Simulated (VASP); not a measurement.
Cu:

```
Cu
1.0
     0.00000    5.42250    5.42250
     5.42250    0.00000    5.42250
     5.42250    5.42250    0.00000
Cu
27
Direct
  0.00000 0.00000 0.00000
  0.00000 0.00000 0.33333
  0.00000 0.00000 0.66667
  0.00000 0.33333 0.00000
  0.00000 0.33333 0.33333
  0.00000 0.33333 0.66667
  0.00000 0.66667 0.00000
  0.00000 0.66667 0.33333
  0.00000 0.66667 0.66667
  0.33333 0.00000 0.00000
  0.33333 0.00000 0.33333
  0.33333 0.00000 0.66667
  0.33333 0.33333 0.00000
  0.33333 0.33333 0.33333
  0.33333 0.33333 0.66667
  0.33333 0.66667 0.00000
  0.33333 0.66667 0.33333
  0.33333 0.66667 0.66667
  0.66667 0.00000 0.00000
  0.66667 0.00000 0.33333
  0.66667 0.00000 0.66667
  0.66667 0.33333 0.00000
  0.66667 0.33333 0.33333
  0.66667 0.33333 0.66667
  0.66667 0.66667 0.00000
  0.66667 0.66667 0.33333
  0.66667 0.66667 0.66667
```

```yaml
Program: VASP 6.6.1
Task: phonon dispersion
Functional: PBE
Potentials_or_basis: VASP PAW PBE potentials, release 64 (Cu)
Cutoff: 520 eV
k_mesh: 4 × 4 × 4
Occupations: methfessel-paxton, width 0.1 eV
Spin: no spin polarisation
Long-range_dipole_term: no
Supercell_matrix: "[3, 0, 0, 0, 3, 0, 0, 0, 3]"
Further_INCAR_settings: LREAL = Auto; ALGO = Normal; EDIFF = 1e-07; IBRION = 6; POTIM = 0.015; NSW = 1
```

Question: Is this structure dynamically stable at this level, and how far does the spectrum reach?

Answer: Yes, as far as this q mesh shows: no mode on the path is imaginary. The highest frequency is 251 cm⁻¹.

Phonon frequencies at the corners of the path (cm⁻¹, interpolated; i marks imaginary ones):
```csv
point,frequencies
Γ,0 0 0
X,174 174 249
W,168 208 208
K,155 199 225
L,110 110 251
U,155 199 225
```

A q mesh this small can miss soft modes between its points.
